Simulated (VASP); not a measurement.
Wanted: the native input for a VASP 6.6.1 run.

- Task: band structure
- Functional: PBE0
- Potentials or basis: VASP PAW PBE potentials, release 64 (Ga_d, As)
- Cutoff: 520 eV
- k mesh: 6 × 6 × 6
- Occupations: gaussian, width 0.03 eV
- Spin: no spin polarisation
- Grid for exact exchange (PRECFOCK): Fast
- Exchange at q = 0: truncated
- Further INCAR settings: ALGO = Normal; EDIFF = 1e-06; NBANDS = 16

The system is GaAs.

```
CELL_PARAMETERS angstrom
0.00000 2.83140 2.83140
2.83140 0.00000 2.83140
2.83140 2.83140 0.00000
ATOMIC_POSITIONS crystal
Ga 0.00000 0.00000 0.00000
As 0.25000 0.25000 0.25000
```

One way to write it, as run:

POSCAR

```
GaAs                                    
1.0
    0.0000000000      2.8313993252      2.8313993252
    2.8313993252      0.0000000000      2.8313993252
    2.8313993252      2.8313993252      0.0000000000
  Ga              As            
     1     1
Direct
     0.0000000000000000    0.0000000000000000    0.0000000000000000
     0.2500000000000000    0.2500000000000000    0.2500000000000000
```

INCAR.step1

```
SYSTEM = GaAs
  ALGO = Normal
  EDIFF = 1E-5
  ENCUT = 520
  GGA = PE
  ISIF = 2
  ISMEAR = 0
  KPAR = 4
  LASPH = .TRUE.
  LCHARG = .FALSE.
  LREAL = .FALSE.
  LWAVE = .TRUE.
  NBANDS = 16
  NELM = 80
  PREC = Accurate
  SIGMA = 0.03
```

INCAR.step2

```
SYSTEM = GaAs
  AEXX = 0.25
  ALGO = Normal
  EDIFF = 1E-6
  ENCUT = 520
  GGA = PE
  HFRCUT = -1
  ISIF = 2
  ISMEAR = 0
  ISTART = 1
  KPAR = 4
  LASPH = .TRUE.
  LCHARG = .FALSE.
  LHFCALC = .TRUE.
  LREAL = .FALSE.
  LWAVE = .FALSE.
  NBANDS = 16
  NELM = 80
  PREC = Accurate
  PRECFOCK = Fast
  SIGMA = 0.03
```

KPOINTS

```
k-points
0
G
  6 6 6
  0 0 0
```

KPOINTS_OPT

```
explicit points
6
Reciprocal
 0.0000000000  0.0000000000  0.0000000000 1
 0.3750000000  0.3750000000  0.7500000000 1
 0.5000000000  0.5000000000  0.5000000000 1
 0.6250000000  0.2500000000  0.6250000000 1
 0.5000000000  0.2500000000  0.7500000000 1
 0.5000000000  0.0000000000  0.5000000000 1
```

Potentials or basis: VASP PAW PBE potentials, release 64 (Ga_d, As).

Launch:

```console
$ cat potpaw_PBE.64/Ga_d/POTCAR potpaw_PBE.64/As/POTCAR > POTCAR
$ cp INCAR.step1 INCAR
$ mpirun -np 4 vasp_std > vasp.out
$ cp INCAR.step2 INCAR
$ mpirun -np 4 vasp_std > vasp.out
```

It gave:

```yaml
Pressure: 0.4 GPa
Band_gap_on_the_k_mesh: 1.98 eV, direct
Band_gap_along_the_path: 1.98 eV, direct
```

Caveat: the PAW data sets were made with another functional, which shifts forces and pressure a little.

It took 5.1 min on 4 MPI ranks on AMD EPYC 9R45 96-Core Processor (Zen 5) (shared host), peak memory 0.2 GiB a rank.
